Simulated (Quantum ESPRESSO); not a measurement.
# Al (Fm-3m) in Quantum ESPRESSO: notebook

One crystal, Al, is run at these levels: PBE; tasks: band structure.

All numbers are computed with Quantum ESPRESSO 7.5; they aren't measurements. Logs are shortened: lines on timing, memory, paths and dates and some standing lists are left out, and cuts for length are marked.

### Step 1. The structure

It takes space group Fm-3m (No. 225, cubic). The conventional cell has a = 4.050 Å, b = 4.050 Å, c = 4.050 Å, α = 90.00°, β = 90.00°, γ = 90.00°. Al (site symmetry m-3m) has 12 Al at 2.86 Å as nearest neighbours.

### Step 2. Band structure, PBE

File pw.in:

```
&CONTROL
  calculation = 'scf'
  prefix = 'pwscf'
  outdir = './tmp'
  pseudo_dir = './pseudo'
  tprnfor = .true.
  tstress = .true.
  disk_io = 'low'
/
&SYSTEM
  ibrav = 0
  A = 2.86350669
  nat = 1
  ntyp = 1
  ecutwfc = 40
  nbnd = 6
  occupations = 'smearing'
  smearing = 'fd'
  degauss = 0.00367493
/
&ELECTRONS
  conv_thr = 2d-10
  electron_maxstep = 120
  mixing_beta = 0.5
/
ATOMIC_SPECIES
Al    26.9815 Al.upf
CELL_PARAMETERS alat
   0.0000000000    0.7071067817    0.7071067817
   0.7071067817    0.0000000000    0.7071067817
   0.7071067817    0.7071067817    0.0000000000
ATOMIC_POSITIONS alat
Al     0.0000000000    0.0000000000    0.0000000000
K_POINTS automatic
11 11 11 0 0 0
```

File bands.in:

```
&CONTROL
  calculation = 'bands'
  prefix = 'pwscf'
  outdir = './tmp'
  pseudo_dir = './pseudo'
  disk_io = 'low'
  verbosity = 'high'
/
&SYSTEM
  ibrav = 0
  A = 2.86350669
  nat = 1
  ntyp = 1
  ecutwfc = 40
  nbnd = 6
  occupations = 'smearing'
  smearing = 'fd'
  degauss = 0.00367493
/
&ELECTRONS
  conv_thr = 1d-08
  electron_maxstep = 120
  mixing_beta = 0.5
  diago_full_acc = .true.
  startingwfc = 'random'
/
ATOMIC_SPECIES
Al    26.9815 Al.upf
CELL_PARAMETERS alat
   0.0000000000    0.7071067817    0.7071067817
   0.7071067817    0.0000000000    0.7071067817
   0.7071067817    0.7071067817    0.0000000000
ATOMIC_POSITIONS alat
Al     0.0000000000    0.0000000000    0.0000000000
K_POINTS crystal
60
 0.0000000000  0.0000000000  0.0000000000 1
 0.0625000000  0.0000000000  0.0625000000 1
 0.1250000000  0.0000000000  0.1250000000 1
 0.1875000000  0.0000000000  0.1875000000 1
 0.2500000000  0.0000000000  0.2500000000 1
 0.3125000000  0.0000000000  0.3125000000 1
 0.3750000000  0.0000000000  0.3750000000 1
 0.4375000000  0.0000000000  0.4375000000 1
 0.5000000000  0.0000000000  0.5000000000 1
 0.5000000000  0.0625000000  0.5625000000 1
 0.5000000000  0.1250000000  0.6250000000 1
 0.5000000000  0.1875000000  0.6875000000 1
 0.5000000000  0.2500000000  0.7500000000 1
 0.4375000000  0.3125000000  0.7500000000 1
 0.3750000000  0.3750000000  0.7500000000 1
 0.3375000000  0.3375000000  0.6750000000 1
 0.3000000000  0.3000000000  0.6000000000 1
 0.2625000000  0.2625000000  0.5250000000 1
 0.2250000000  0.2250000000  0.4500000000 1
 0.1875000000  0.1875000000  0.3750000000 1
 0.1500000000  0.1500000000  0.3000000000 1
 0.1125000000  0.1125000000  0.2250000000 1
 0.0750000000  0.0750000000  0.1500000000 1
 0.0375000000  0.0375000000  0.0750000000 1
 0.0000000000  0.0000000000  0.0000000000 1
 0.0625000000  0.0625000000  0.0625000000 1
 0.1250000000  0.1250000000  0.1250000000 1
 0.1875000000  0.1875000000  0.1875000000 1
 0.2500000000  0.2500000000  0.2500000000 1
 0.3125000000  0.3125000000  0.3125000000 1
 0.3750000000  0.3750000000  0.3750000000 1
 0.4375000000  0.4375000000  0.4375000000 1
 0.5000000000  0.5000000000  0.5000000000 1
 0.5250000000  0.4500000000  0.5250000000 1
 0.5500000000  0.4000000000  0.5500000000 1
 0.5750000000  0.3500000000  0.5750000000 1
 0.6000000000  0.3000000000  0.6000000000 1
 0.6250000000  0.2500000000  0.6250000000 1
 0.5833333333  0.2500000000  0.6666666667 1
 0.5416666667  0.2500000000  0.7083333333 1
 0.5000000000  0.2500000000  0.7500000000 1
 0.5000000000  0.2857142857  0.7142857143 1
 0.5000000000  0.3214285714  0.6785714286 1
 0.5000000000  0.3571428571  0.6428571429 1
 0.5000000000  0.3928571429  0.6071428571 1
 0.5000000000  0.4285714286  0.5714285714 1
 0.5000000000  0.4642857143  0.5357142857 1
 0.5000000000  0.5000000000  0.5000000000 1
 0.4821428571  0.4821428571  0.5357142857 1
 0.4642857143  0.4642857143  0.5714285714 1
 0.4464285714  0.4464285714  0.6071428571 1
 0.4285714286  0.4285714286  0.6428571429 1
 0.4107142857  0.4107142857  0.6785714286 1
 0.3928571429  0.3928571429  0.7142857143 1
 0.3750000000  0.3750000000  0.7500000000 1
 0.6250000000  0.2500000000  0.6250000000 1
 0.5937500000  0.1875000000  0.5937500000 1
 0.5625000000  0.1250000000  0.5625000000 1
 0.5312500000  0.0625000000  0.5312500000 1
 0.5000000000  0.0000000000  0.5000000000 1
```

Potentials or basis: Ansatz NC SR PBE.

On the command line:

```sh
$ OMP_NUM_THREADS=1 pw.x -in pw.in > pw.out
$ OMP_NUM_THREADS=1 pw.x -in bands.in > bands.out
```

pw.out:

```text
[... set-up lines left out ...]
     Self-consistent Calculation

     iteration #  1     ecut=    40.00 Ry     beta= 0.50
     Davidson diagonalization with overlap
     ethr =  1.00E-02,  avg # of iterations =  5.9

     Threshold (ethr) on eigenvalues was too large:
     Diagonalizing with lowered threshold

     Davidson diagonalization with overlap
     ethr =  1.88E-04,  avg # of iterations =  2.9

     total energy              =     -12.29637011 Ry
     estimated scf accuracy    <       0.00558562 Ry

     iteration #  2     ecut=    40.00 Ry     beta= 0.50
     Davidson diagonalization with overlap
     ethr =  1.86E-04,  avg # of iterations =  1.1

     total energy              =     -12.29598105 Ry
     estimated scf accuracy    <       0.00122768 Ry

     iteration #  3     ecut=    40.00 Ry     beta= 0.50
     Davidson diagonalization with overlap
     ethr =  4.09E-05,  avg # of iterations =  1.4

     total energy              =     -12.29602017 Ry
     estimated scf accuracy    <       0.00000208 Ry

     iteration #  4     ecut=    40.00 Ry     beta= 0.50
     Davidson diagonalization with overlap
     ethr =  6.92E-08,  avg # of iterations =  4.6

     total energy              =     -12.29602231 Ry
     estimated scf accuracy    <       0.00000003 Ry

     iteration #  5     ecut=    40.00 Ry     beta= 0.50
     Davidson diagonalization with overlap
     ethr =  9.32E-10,  avg # of iterations =  1.8

     total energy              =     -12.29602232 Ry
     estimated scf accuracy    <          2.4E-09 Ry

     iteration #  6     ecut=    40.00 Ry     beta= 0.50
     Davidson diagonalization with overlap
     ethr =  8.11E-11,  avg # of iterations =  1.3

     End of self-consistent calculation

          k = 0.0000 0.0000 0.0000 (   531 PWs)   bands (ev):

    -3.2291  20.4407  20.4407  21.8905  21.8905  21.8906

          k = 0.0643 0.0643-0.0643 (   495 PWs)   bands (ev):

    -3.0053  17.5255  19.7956  19.7956  22.5663  22.8729

          k = 0.1286 0.1286-0.1286 (   489 PWs)   bands (ev):

    -2.3360  13.8844  19.0635  19.0635  22.3345  23.6905

          k = 0.1928 0.1928-0.1928 (   483 PWs)   bands (ev):

    -1.2277  10.4622  18.6552  18.6553  22.1228  22.1523

          k = 0.2571 0.2571-0.2571 (   483 PWs)   bands (ev):

     0.3095   7.3619  18.6112  18.6112  20.7275  20.7275

          k = 0.3214 0.3214-0.3214 (   470 PWs)   bands (ev):

     2.2610   4.6247  18.9396  18.9396  19.6510  19.6510

          k = 0.1286-0.0000 0.0000 (   495 PWs)   bands (ev):

    -2.9307  18.5358  18.5358  18.8380  21.2234  24.1854

          k = 0.1928 0.0643-0.0643 (   494 PWs)   bands (ev):

    -2.4102  15.2055  17.6108  18.9506  21.5588  22.1788

          k = 0.2571 0.1286-0.1286 (   486 PWs)   bands (ev):

    -1.4487  11.7335  17.0552  18.6101  19.9163  23.6878

          k = 0.3214 0.1928-0.1928 (   486 PWs)   bands (ev):

    -0.0551   8.5350  16.8761  18.2727  18.5183  23.1896

          k = 0.3857 0.2571-0.2571 (   478 PWs)   bands (ev):

     1.7576   5.6806  17.0489  17.0761  18.7359  22.0167

          k =-0.2571-0.3857 0.3857 (   477 PWs)   bands (ev):

     3.1835   3.9932  16.1912  17.6562  19.3606  21.1959

          k =-0.1928-0.3214 0.3214 (   477 PWs)   bands (ev):

     1.1079   6.5897  15.7267  18.6136  20.3694  20.7455

          k =-0.1286-0.2571 0.2571 (   483 PWs)   bands (ev):

    -0.5669   9.5590  15.6611  19.9179  20.6849  21.7381

          k =-0.0643-0.1928 0.1928 (   485 PWs)   bands (ev):

    -1.8177  12.8377  16.0092  20.8352  21.6471  23.3377

          k =-0.0000-0.1286 0.1286 (   493 PWs)   bands (ev):

    -2.6331  16.0453  17.0468  21.0196  22.1967  23.2697

          k = 0.2571-0.0000 0.0000 (   488 PWs)   bands (ev):

    -2.0396  16.5354  16.5354  16.6727  19.4904  19.8589

          k = 0.3214 0.0643-0.0643 (   482 PWs)   bands (ev):

    -1.2277  13.3220  15.8417  17.1334  17.4093  20.3859
[... 27 lines left out ...]
    -0.5673  14.9504  15.0010  15.0144  15.0144  18.4898

          k = 0.4500 0.0643-0.0643 (   480 PWs)   bands (ev):

     0.5260  11.9463  13.0540  14.5715  15.8514  19.2016

          k = 0.5143 0.1286-0.1286 (   470 PWs)   bands (ev):

     2.0402   8.9734  11.4900  14.5115  16.0881  21.5843

          k =-0.1286-0.5143 0.5143 (   478 PWs)   bands (ev):

     3.9525   6.2996  10.3384  14.8340  16.5283  24.5043

          k =-0.0643-0.4500 0.4500 (   477 PWs)   bands (ev):

     3.9681   6.2317   9.6488  15.5398  17.3425  26.1165

          k = 0.0000-0.3857 0.3857 (   481 PWs)   bands (ev):

     2.0449   8.3814   9.8693  16.6290  18.5403  25.5781

          k = 0.5143-0.0000 0.0000 (   472 PWs)   bands (ev):

     1.4642  10.9161  13.7831  13.9987  13.9987  17.4719

          k = 0.5785 0.0643-0.0643 (   470 PWs)   bands (ev):

     2.8171   9.1931  11.1523  13.8094  15.0111  18.4448

          k =-0.0643-0.5785 0.5785 (   474 PWs)   bands (ev):

     4.5397   7.8694   8.5124  14.0027  15.5251  21.1012

          k = 0.0000-0.5143 0.5143 (   476 PWs)   bands (ev):

     5.9833   6.1867   7.6272  14.5791  16.2518  24.2983

          k = 0.6428 0.0000-0.0000 (   468 PWs)   bands (ev):

     3.9784   7.3689  13.1958  13.4912  13.4912  16.9352

          k =-0.0000-0.6428 0.6428 (   470 PWs)   bands (ev):

     5.0923   6.4063  10.8725  13.5556  14.7288  18.1855

          k = 0.2571 0.1286 0.0000 (   484 PWs)   bands (ev):

    -1.7438  13.8756  15.0938  19.6994  19.8061  21.6171

          k = 0.3214 0.1928-0.0643 (   481 PWs)   bands (ev):

    -0.6403  10.9297  14.2141  17.8319  20.0439  23.1030

          k = 0.3857 0.2571-0.1286 (   477 PWs)   bands (ev):

     0.8902   7.8963  14.1010  16.3206  20.1073  22.3491

          k =-0.2571-0.3857 0.5143 (   471 PWs)   bands (ev):

     2.8318   5.1846  14.4021  15.2140  20.4594  21.2821

          k = 0.3857 0.1286-0.0000 (   482 PWs)   bands (ev):

    -0.2746  12.2326  13.5185  15.3109  18.2639  20.3375

          k = 0.4500 0.1928-0.0643 (   475 PWs)   bands (ev):

     1.1062   9.5505  12.8295  13.6737  18.8137  22.1585

          k =-0.1928-0.4500 0.5785 (   481 PWs)   bands (ev):

     2.8998   6.7785  12.2536  13.1176  19.1661  23.9666

          k =-0.1286-0.3857 0.5143 (   475 PWs)   bands (ev):

     4.3084   5.1113  11.4241  13.6715  19.8155  23.2435

          k =-0.0643-0.3214 0.4500 (   478 PWs)   bands (ev):

     2.2595   7.6207  11.0221  14.6675  20.8129  22.7160

          k = 0.0000-0.2571 0.3857 (   480 PWs)   bands (ev):

     0.5998  10.0311  11.5052  16.0627  22.0177  22.0936

          k = 0.5143 0.1286 0.0000 (   475 PWs)   bands (ev):

     1.7525  11.1330  11.1534  12.5491  17.1941  19.3874

          k =-0.1286-0.5143 0.6428 (   476 PWs)   bands (ev):

     3.3867   8.6989   9.7814  12.1237  18.0268  21.4740

          k =-0.0643-0.4500 0.5785 (   480 PWs)   bands (ev):

     5.3682   6.2209   8.8081  12.5345  18.6550  24.4301

          k = 0.0000-0.3857 0.5143 (   478 PWs)   bands (ev):

     4.0370   7.2833   8.7413  13.3970  19.5724  25.2779

          k =-0.0643-0.5785 0.7071 (   473 PWs)   bands (ev):

     4.2595   7.6471  10.5824  11.9829  16.6541  18.8876

          k =-0.0000-0.5143 0.6428 (   479 PWs)   bands (ev):

     5.6392   6.9638   8.4821  11.8428  17.7601  21.2360

          k =-0.1928-0.4500 0.7071 (   479 PWs)   bands (ev):

     2.6140   8.9315  10.3658  12.1071  21.0139  22.5448

          k =-0.1286-0.3857 0.6428 (   478 PWs)   bands (ev):

     4.5175   6.7858  10.1073  11.0140  21.9436  22.8354

          k =-0.0643-0.4500 0.7071 (   475 PWs)   bands (ev):

     5.0995   8.3818   8.4354   9.9754  20.4892  22.1971

          k =-0.0000-0.3857 0.6428 (   472 PWs)   bands (ev):

     6.4794   6.7348   8.1350  10.0109  21.7338  24.5644

     the Fermi energy is     7.8760 ev

!    total energy              =     -12.29602232 Ry
     estimated scf accuracy    <          2.1E-11 Ry
     smearing contrib. (-TS)   =      -0.00029470 Ry
     internal energy E=F+TS    =     -12.29572762 Ry

     The total energy is F=E-TS. E is the sum of the following terms:
     one-electron contribution =       2.94246266 Ry
     hartree contribution      =       0.00737901 Ry
     xc contribution           =      -9.85348439 Ry
     ewald contribution        =      -5.39208490 Ry

     convergence has been achieved in   6 iterations

     Forces acting on atoms (cartesian axes, Ry/au):

     atom    1 type  1   force =     0.00000000    0.00000000    0.00000000

     Total force =     0.000000     Total SCF correction =     0.000000

     Computing stress (Cartesian axis) and pressure

          total   stress  (Ry/bohr**3)                   (kbar)     P=       -4.12
  -0.00002799  -0.00000000  -0.00000000           -4.12       -0.00       -0.00
  -0.00000000  -0.00002799  -0.00000000           -0.00       -4.12       -0.00
  -0.00000000  -0.00000000  -0.00002799           -0.00       -0.00       -4.12

=------------------------------------------------------------------------------=
   JOB DONE.
=------------------------------------------------------------------------------=
```

Wall time 5.2 s (1 thread of Arm Neoverse V1, shared host); peak memory 0.08 GiB.

What came out:

```yaml
Free_energy: -167.2959 eV
Pressure: -0.4 GPa
Band_gap_on_the_k_mesh: none (metal or under the smearing width)
```

Levels at the corners of the path, in eV from the Fermi level:
```tsv
point	band 1	band 2	band 3	band 4	band 5
Γ	-11.11	12.56	12.56	12.56	14.01
X	-2.92	-1.61	5.25	5.55	5.55
W	-0.85	-0.85	0.17	1.05	15.74
K	-1.89	-1.36	-0.42	6.52	8.16
Γ	-11.11	12.56	12.56	12.56	14.01
L	-4.58	-4.39	11.33	11.33	11.42
U	-1.89	-1.36	-0.42	6.52	8.16
W	-0.85	-0.85	0.17	1.05	15.74
L	-4.58	-4.39	11.33	11.33	11.42
K	-1.89	-1.36	-0.42	6.52	8.16
U	-1.89	-1.36	-0.42	6.52	8.16
X	-2.92	-1.61	5.25	5.55	5.55
```

### Step 3. Band structure, PBE

Changes to pw.in since step 2:

```diff
@@ -14,3 +14,4 @@
   ntyp = 1
-  ecutwfc = 40
+  ecutwfc = 45
+  ecutrho = 360
   nbnd = 6
@@ -26,3 +27,3 @@
 ATOMIC_SPECIES
-Al    26.9815 Al.upf
+Al    26.9815 al_pbe_v1.uspp.F.UPF
 CELL_PARAMETERS alat
```

File pp_density.in:

```
&INPUTPP
  prefix = 'pwscf'
  outdir = './tmp'
  filplot = 'density.dat'
  plot_num = 0
/
&PLOT
  nfile = 1
  filepp(1) = 'density.dat'
  iflag = 3
  output_format = 6
  fileout = 'density.cube'
/
```

File pp_potential.in:

```
&INPUTPP
  prefix = 'pwscf'
  outdir = './tmp'
  filplot = 'potential.dat'
  plot_num = 11
/
&PLOT
  nfile = 1
  filepp(1) = 'potential.dat'
  iflag = 3
  output_format = 6
  fileout = 'potential.cube'
/
```

Changes to bands.in since step 2:

```diff
@@ -13,3 +13,4 @@
   ntyp = 1
-  ecutwfc = 40
+  ecutwfc = 45
+  ecutrho = 360
   nbnd = 6
@@ -27,3 +28,3 @@
 ATOMIC_SPECIES
-Al    26.9815 Al.upf
+Al    26.9815 al_pbe_v1.uspp.F.UPF
 CELL_PARAMETERS alat
```

Potentials or basis: GBRV 1.5 PBE.

On the command line:

```sh
$ OMP_NUM_THREADS=1 pw.x -in pw.in > pw.out
$ OMP_NUM_THREADS=1 pp.x -in pp_density.in > pp_density.out
$ OMP_NUM_THREADS=1 pp.x -in pp_potential.in > pp_potential.out
$ OMP_NUM_THREADS=1 pw.x -in bands.in > bands.out
```

Wall time 5.8 s (1 thread of Arm Neoverse V1, shared host); peak memory 0.09 GiB.

It converged, with:

- Free energy: -91.2726 eV
- Pressure: -0.4 GPa
- Band gap on the k mesh: none (metal or under the smearing width)

Levels at the corners of the path, in eV from the Fermi level:
| point | band 1 | band 2 | band 3 | band 4 | band 5 | band 6 |
| --- | --- | --- | --- | --- | --- | --- |
| Γ | -11.14 | 12.56 | 12.56 | 12.56 | 13.81 | 13.81 |
| X | -2.95 | -1.60 | 5.28 | 5.52 | 5.52 | 8.88 |
| W | -0.86 | -0.86 | 0.18 | 1.02 | 15.68 | 15.68 |
| K | -1.90 | -1.36 | -0.43 | 6.49 | 8.12 | 15.44 |
| Γ | -11.14 | 12.56 | 12.56 | 12.56 | 13.81 | 13.81 |
| L | -4.61 | -4.38 | 11.21 | 11.21 | 11.42 | 11.42 |
| U | -1.90 | -1.36 | -0.43 | 6.49 | 8.12 | 15.44 |
| W | -0.86 | -0.86 | 0.18 | 1.02 | 15.68 | 15.68 |
| L | -4.61 | -4.38 | 11.21 | 11.21 | 11.42 | 11.42 |
| K | -1.90 | -1.36 | -0.43 | 6.49 | 8.12 | 15.44 |
| U | -1.90 | -1.36 | -0.43 | 6.49 | 8.12 | 15.44 |
| X | -2.95 | -1.60 | 5.28 | 5.52 | 5.52 | 8.88 |

[end of part 1 of 3]
